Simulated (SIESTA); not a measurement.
Crystal: Au.

```
Au
1.0
     0.00000    2.03500    2.03500
     2.03500    0.00000    2.03500
     2.03500    2.03500    0.00000
Au
1
Direct
  0.00000 0.00000 0.00000
```

Base run:

| Item | Value |
| --- | --- |
| Program | SIESTA 5.4.2 |
| Functional | PBEsol |
| Potentials or basis | PseudoDojo 0.4 standard (PBEsol files) |
| Basis | TZDP (energy shift 0.003 Ry; two zetas on semicore shells) |
| Grid cutoff | 800 Ry |
| Energy shift | 0.003 Ry |
| k mesh | 11 × 11 × 11 |
| Occupations | fermi-dirac, width 0.05 eV |
| Spin | no spin polarisation |

Its results: band gap on the k mesh none (metal or under the smearing width); pressure 2.4 GPa.

Question: The run is repeated on the same cell with these changes: basis from TZDP (energy shift 0.003 Ry; two zetas on semicore shells) to DZP (energy shift 0.003 Ry; two zetas on semicore shells). What comes out?

Answer: Band gap on the k mesh none (metal or under the smearing width); pressure 3.2 GPa.

Caveats: short orbitals over semicore shells can move pressures by several GPa; spin-orbit coupling is left out, which moves the levels of the heavy elements; the basis of atomic orbitals isn't converged, which shifts pressures, moduli and gaps.
